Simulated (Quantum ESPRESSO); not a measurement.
PtS2:

```
CELL_PARAMETERS angstrom
3.54320 0.00000 0.00000
-1.77160 3.06850 0.00000
0.00000 0.00000 5.03880
ATOMIC_POSITIONS crystal
Pt 0.00000 0.00000 0.00000
S 0.66667 0.33333 0.77300
S 0.33333 0.66667 0.22700
```

Base run:

```yaml
Program: Quantum ESPRESSO 7.5
Functional: PBEsol
Potentials_or_basis: GBRV 1.5 PBEsol
Cutoff: 612 eV
Density_cutoff: 4898 eV
k_mesh: 12 × 12 × 6
Occupations: fermi-dirac, width 0.05 eV
Spin: no spin polarisation
```

Its results: band gap on the k mesh 0.78 eV, indirect (least direct gap 1.06 eV); pressure 6.0 GPa; largest force 0.941 eV/Å; electronic dielectric tensor (diagonal) 19.12, 19.12, 9.88.

Task: After a change of settings the same cell gave: band gap on the k mesh 0.90 eV, indirect (least direct gap 1.42 eV); pressure 6.1 GPa; largest force 0.943 eV/Å; electronic dielectric tensor (diagonal) 19.67, 19.67, 9.39. Which change was it?
A. k mesh from 12 × 12 × 6 to 10 × 10 × 6
B. k mesh from 12 × 12 × 6 to 6 × 6 × 4
C. k mesh from 12 × 12 × 6 to 4 × 4 × 2

Result: B.

Caveats: the cell is more than 3 GPa from zero pressure, which shifts response properties; on a mesh that holds Γ this program's dielectric tensor can be off by some percent beyond the error of the mesh; spin-orbit coupling is left out, which moves the levels of the heavy elements.
